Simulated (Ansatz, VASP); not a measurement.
# Al: VASP beside Ansatz

The input INCAR:

```
PREC = Accurate ; ENCUT = 520
EDIFF = 1E-7 ; ISMEAR = 0
SIGMA = 0.15 ; LREAL = False
LASPH = True ; NELM = 100
ALGO = Fast ; ISIF = 2
LWAVE = False ; LCHARG = True
GGA = PS ; LELF = True
LVHAR = True ; NBANDS = 8
```

Contents of KPOINTS:

```
Automatic mesh
0
Gamma
  20 20 20
```

POSCAR

```
Al
1.0
   -1.6389552507      1.6389552507      1.5434821293
    1.6389552507     -1.6389552507      1.5434821293
    1.6389552507      1.6389552507     -1.5434821293
Al
1
Direct
    0.0000000000      0.0000000000      0.0000000000
```

Input for Ansatz:

```yaml
crystal:
  lattice:
    - [-1.6389552507, 1.6389552507, 1.5434821293]
    - [1.6389552507, -1.6389552507, 1.5434821293]
    - [1.6389552507, 1.6389552507, -1.5434821293]
  atoms:
    - { symbol: Al, position: [0.0, 0.0, 0.0] }
basis:
  ecutwfc: 420
kpoints:
  mp_grid: { grid: [20, 20, 20] }
hamiltonian:
  xc: pbesol
scf:
  occupations: { method: gaussian, width: 0.15 }
output:
  forces: true
  stress: true
  eigenvalues: true
```

Change from the starting cell: strain +0.030 along x and y, -0.030 along z, atoms carried along.

Alike in both runs: task single point; functional PBEsol; k mesh 20 × 20 × 20; occupations gaussian, width 0.15 eV; no spin polarisation.

```csv
,VASP,Ansatz
version,VASP 6.6.1,Ansatz 0.2.0
potentials or method,"VASP PAW PBE potentials, release 64 (Al)","scalar-relativistic, plane waves, PAW"
plane-wave cutoff (eV),520,420
valence electrons in the cell,3,3
```

VASP gave:

```
gap on the k mesh at the Fermi level (eV)       : none
pressure (GPa)                                  : 0.0
largest component of the traceless stress (GPa) : 1.27
```

Question: Which values does Ansatz return?

Answer: gap on the k mesh at the Fermi level (eV): none; pressure (GPa): -0.1; largest component of the traceless stress (GPa): 1.27.

A gap of «none» marks a metal or a gap that the smearing closes. The functional is the same, so the differences come from potentials, cutoffs and numerics.

Caveats: the PAW data sets were made with another functional, which shifts forces and pressure a little (VASP).
